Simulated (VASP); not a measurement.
A run of VASP 6.6.1:

INCAR

```
PREC = Accurate
ENCUT = 600
EDIFF = 1E-7
ISMEAR = -1
SIGMA = 0.05
LREAL = F
LASPH = T
NELM = 60
ALGO = Fast
ISIF = 3
LWAVE = F
LCHARG = F
GGA = PE
IBRION = 2
NSW = 60
EDIFFG = -0.02
```

KPOINTS

```
regular mesh
0
Gamma
  10 10 10
```

POSCAR

```
Lu
1.0
   -1.9541071088      1.9541071088      1.9541071088
    1.9541071088     -1.9541071088      1.9541071088
    1.9541071088      1.9541071088     -1.9541071088
Lu
1
Direct
    0.0000000000      0.0000000000      0.0000000000
```

Potentials or basis: VASP PAW PBE potentials, release 64 (Lu_3), 4f in core.

Run with:

```sh
$ cat potpaw_PBE.64/Lu_3/POTCAR > POTCAR
$ mpirun -np 1 vasp_std > vasp.out
```

Hardware: 1 thread of Intel(R) Xeon(R) Platinum 8488C (Sapphire Rapids), with other jobs on the host.

Q: Estimate the wall time of this run.

A: It took 30 s on 1 thread of Intel(R) Xeon(R) Platinum 8488C (Sapphire Rapids), on a shared host, peak memory 0.16 GiB. Counts: scf iterations 21, k points 47, ion steps 1.
